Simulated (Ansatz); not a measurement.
## WSe₂: pressure and largest V_zz as volume scale varies

Periodic Kohn-Sham DFT of a crystal at fixed atoms, scaled to volume_scale times the given cell; pressure positive in compression, energy less spherical unpolarised free atoms, largest_vzz the field gradient of largest size among the nuclei. The results are calculated, by Ansatz 0.2.0.

The cell before it is scaled or strained (space group P6_3/mmc, No. 194):
```
CELL_PARAMETERS angstrom
3.29000 0.00000 0.00000
-1.64500 2.84920 0.00000
0.00000 0.00000 12.97000
ATOMIC_POSITIONS crystal
W 0.33333 0.66667 0.25000
W 0.66667 0.33333 0.75000
Se 0.33333 0.66667 0.62100
Se 0.66667 0.33333 0.12100
Se 0.33333 0.66667 0.87900
Se 0.66667 0.33333 0.37900
```

Settings of every row: method all-electron PAW; functional PBE; relativity scalar; k mesh 11x11x3; filling fermi-dirac; smearing width 0.08 eV; nucleus gaussian.

Atom start moment: 0 on all atoms.

Limits: a layered crystal: even scaling strains the bonds within the layers, so this curve is stiffer than the crystal under pressure; field gradient without spin-orbit coupling on heavy atoms; no spin-orbit coupling on heavy atoms.

```
row  volume scale  V (Å³/atom)  pressure (GPa)  largest V_zz (1e21 V/m^2)
  1          0.94       19.047          14.147                    -17.671
  2          0.96       19.453          10.306                    -17.294
  3          0.98       19.858               ?                          ?
  4          0.99       20.061            5.26                    -16.754
  5             1       20.263           3.749                     -16.58
  6          1.01       20.466           2.317                     -16.41
  7          1.02       20.668           0.958                    -16.243
  8          1.04       21.074          -1.551                    -15.917
  9          1.06       21.479          -3.807                    -15.605
```

Question: what pressure and largest V_zz should row 3 give?

Worked fit of pressure. Take u = (V_r/V)^(2/3) − 1 with V_r = 20.364 Å³ an atom, which is twice the finite (Eulerian) strain; such expansions in the strain, on which the Birch-Murnaghan equation of state is built, carry the rest volume and the bulk modulus. The shown rows have u = 0.04558, 0.03098, 0.01004, 0.00332, -0.00333, -0.00983, -0.02259, -0.03491. Least squares give pressure = 3.0273 + 216.539 × u + 599.64 × u² GPa; a straight line predicts inner rows, each left out in turn, worse (root mean square 0.32 against 0.006 GPa). The rows lie off it by 0.004, -0.005, -0.002, -0.004, 0.004, 0.001, 0.007, -0.006 (root mean square 0.0045 GPa). The pressure vanishes at u = -0.0146, or V = 20.82 Å³ an atom, and there the bulk modulus at fixed shape and fractions is B = −V dP/dV = (2/3)(1 + u) dP/du = 131 GPa. Letting shape and atoms relax would as a rule lower it, by much in layered, chain or molecular crystals. The withheld row has u = 0.01692, so the fit gives 3.0273 + 216.539 × (0.01692) + 599.64 × (0.01692)² = 6.863 GPa.

The calculation gave 6.854 GPa. The fit lies 0.009 GPa (0.05 % of the column's range) above it; its largest miss of a shown row is 0.007 GPa.

Worked fit of largest V_zz. Take t = volume scale − 1. The shown rows have t = -0.06, -0.04, -0.01, 0, 0.01, 0.02, 0.04, 0.06. Least squares give largest V_zz = −16.5803 + 17.214 × t − 15.99 × t² 1e21 V/m^2; a straight line predicts inner rows, each left out in turn, worse (root mean square 0.019 against 0.00048 1e21 V/m^2). The rows lie off it by 0.000, 0.000, 0.000, 0.000, 0.000, -0.001, 0.000, 0.000. The withheld row has t = -0.02, so the fit gives −16.5803 + 17.214 × (-0.02) − 15.99 × (-0.02)² = -16.931 1e21 V/m^2.

The calculation gave -16.931 1e21 V/m^2. The fit meets it to the printed digit.
